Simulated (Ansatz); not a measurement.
Mg₂Si (Fm-3m) from a database structure, relaxed with r2SCAN in the plane-wave code Ansatz: space group Fm-3m (No. 225), cubic; a = 6.338 Å in the conventional setting, 21.22 Å³ an atom. Around Mg lie 4 Si at 2.74 Å; around Si lie 8 Mg at 2.74 Å. The primitive cell holds 3 atoms in 63.65 Å³. No spin polarisation and no zero-point or thermal motion.

Computed values: PBE gives a gap of 0.20 eV and PBE0 (25 % exact exchange) 1.17 eV; one over PBE's mean ε∞ is 0.066. HSE06 (6×6×6) gives a least gap of 0.56 eV and a least direct gap of 2.54 eV. r2SCAN's ε∞ is 12.77.

Problem. What is the density?

Solution. The cell holds 2 Mg, 1 Si: M = 2×24.305 + 1×28.085 = 76.69 u in V = 63.65 Å³. ρ = 1.66054 × M/V = 1.66054 × 76.69/63.65 = 2.001 g/cm³, for the static r2SCAN lattice.

Problem. Taking the gap as linear in the share of unscreened exchange, estimate the gap of the hybrid whose share is 1/ε∞.

Solution. The slope is (1.17 − 0.20)/0.25 = 3.88 eV per unit share, so E_g ≈ 0.20 + 3.88 × 0.066 = 0.46 eV. The run with that share gives 0.44 eV (6×6×6 mesh), -0.02 eV from the straight line.

Problem. At what wavelength does absorption set in by HSE06, excitons left aside?

Solution. λ = 1239.84 eV nm/E: 2214 nm for the least gap, where it needs phonons and is weak, and 488 nm for direct transitions. The direct edge lies in the visible range.

Problem. What refractive index and reflectivity at normal incidence follow, below the gap and above the phonons?

Solution. n = √12.77 = 3.574; R = ((n − 1)/(n + 1))² = (2.574/4.574)² = 31.7 % a face.

The meshes of the hybrids are coarse, so their gaps aren't converged to the digits shown.
